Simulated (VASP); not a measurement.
Rb: single point with revPBE

Crystal: Rb.

```xyz
1
Lattice="0.0000 3.6307 3.6307 3.6307 0.0000 3.6307 3.6307 3.6307 0.0000" Properties=species:S:1:pos:R:3 pbc="T T T"
Rb    0.0000    0.0000    0.0000
```

This isn't the form of Rb at room conditions, which is bcc.

```yaml
Program: VASP 6.6.1
Task: single point
Functional: revPBE
Potentials_or_basis: VASP PAW PBE potentials, release 64 (Rb_sv)
Cutoff: 520 eV
k_mesh: 9 × 9 × 9
Occupations: fermi-dirac, width 0.1 eV
Spin: no spin polarisation
```

| Item | Value |
| --- | --- |
| Pressure | 0.1 GPa |
| Band gap on the k mesh | none (metal or under the smearing width) |

Levels at points of the mesh, in eV from the Fermi level:
```csv
k point,band 2,band 3,band 4,band 5,band 6,band 7,band 8,band 9
"(0.00, 0.00, 0.00)",-13.04,-13.04,-13.04,-1.91,3.57,3.57,3.57,4.87
```

Run time: 31 s on 1 thread of AMD EPYC 7R13 Processor (Zen 3), with other jobs on the host, peak memory 0.2 GiB.

Caveat: the PAW data sets were made with another functional, which shifts forces and pressure a little.
